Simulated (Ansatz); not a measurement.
# MgO: a prediction, then the measurements

All numbers below come from Ansatz 0.2.0, DFT PBE, scalar-relativistic, plane waves, PAW.

Plane waves to 420 eV, a k mesh through Γ of 10×10×10 on the computed 2-atom cell and Gaussian smearing (0.02 eV); no spin polarisation.

Relaxed structure, symmetry kept:

Space group Fm-3m (No. 225). a = 4.254 Å, b = 4.254 Å, c = 4.254 Å, α = 90.00°, β = 90.00°, γ = 90.00°
```csv
atom,site,symmetry,x,y,z
Mg,4a,m-3m,0.0000,0.0000,0.0000
O,4b,m-3m,0.5000,0.0000,0.0000
```

* Space group: Fm-3m (No. 225)
* Volume per atom: 9.62 Å³
* Formation energy from the elements' standard states (uncorrected): -2.685 eV/atom
* Kohn–Sham band gap: 4.46 eV
* Löwdin character of the top 1 eV of the valence band: O 2p 98 %
* Löwdin character of the lowest 1 eV of the conduction band: Mg 3s 56 %, O 2s 33 %, O 2p 10 %
* Bader charges (e): Mg (1 in the cell) 1.72, O (1 in the cell) -1.72

**What was measured.**

“Study on Pyrolysis Characteristics of Phosphate Tailings under H2O Atmosphere”, 2024, pmc:11084758 reports, for a powder of MgO: lattice constant a 4.21322 ± 0.00005 Å.

From “Electronic structure of alkaline earth and post-transition metal oxides”, 2009, arxiv:0908.1581, for a bulk crystal of MgO: band gap 7.83 eV.

A measured lattice constant a of MgO is 4.21322 Å (powder; the paper above); the calculated 4.254 Å misses it by +1.0 %. 4 values of this kind are on record (4.2118 to 4.21322 Å); this one was drawn at random among those near their median, those with a stated uncertainty first. The calculation is for 0 K without zero-point motion. A measured band gap of MgO is 7.83 eV (quoted in the paper above); the calculated 4.46 eV misses it by -3.37 eV. Kohn–Sham gaps of semilocal functionals fall short of measured ones as a rule.